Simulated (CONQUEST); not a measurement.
**ZrB2 under changes of volume**

One of the cells (10.249 Å³/atom); the others are scaled copies at fixed shape and fractional positions:

```xyz
6
Lattice="3.1700 0.0000 0.0000 0.0000 3.5330 0.0000 0.0000 0.0000 5.4906" Properties=species:S:1:pos:R:3 pbc="T T T"
Zr    0.0000    0.0000    0.0000
Zr    1.5850    0.0000    2.7453
B     0.0000    1.7665    1.8302
B     1.5850    1.7665    4.5755
B     0.0000    1.7665    3.6604
B     1.5850    1.7665    0.9151
```

- Program: CONQUEST 1.3
- Functional: PBEsol
- Potentials or basis: PseudoDojo NC PBEsol, DZP, grid of 32 × 36 × 60 points
- k mesh: 8 × 8 × 5
- Occupations: fermi-dirac, width 0.05 eV
- Spin: no spin polarisation

| volume (Å³/atom) | energy over the lowest point (meV/atom) | pressure (GPa) | largest force (eV/Å) |
| --- | --- | --- | --- |
| 9.634 | 22.91 | 15.0 | 0.011 |
| 9.839 | ? | ? | ? |
| 10.044 | 0.34 | 3.0 | 0.000 |
| 10.249 | 0.00 | -2.2 | 0.013 |
| 10.454 | 5.80 | -6.8 | 0.003 |
| 10.659 | 17.25 | -11.0 | 0.006 |
| 10.864 | 33.92 | -14.9 | 0.000 |

Q: What does the run at 9.839 Å³/atom give?

A: Energy over the lowest point 7.78 meV/atom; pressure 8.7 GPa; largest force 0.003 eV/Å.

Worked out: A Birch-Murnaghan fit of order 3 (a polynomial in V^(-2/3)) to the other rows has its minimum at 10.16 Å³/atom with B0 = V·E''(V) = 254 GPa and B' = 4.1 at fixed shape and positions, which overstates the stiffness. It gives 7.78 meV/atom at 9.839 Å³/atom, against the run's 7.78, and -dE/dV = 8.7 GPa, against 8.7.

Energies are extrapolated to zero smearing.

Caveats: the basis of atomic orbitals isn't converged, which shifts pressures, moduli and gaps.
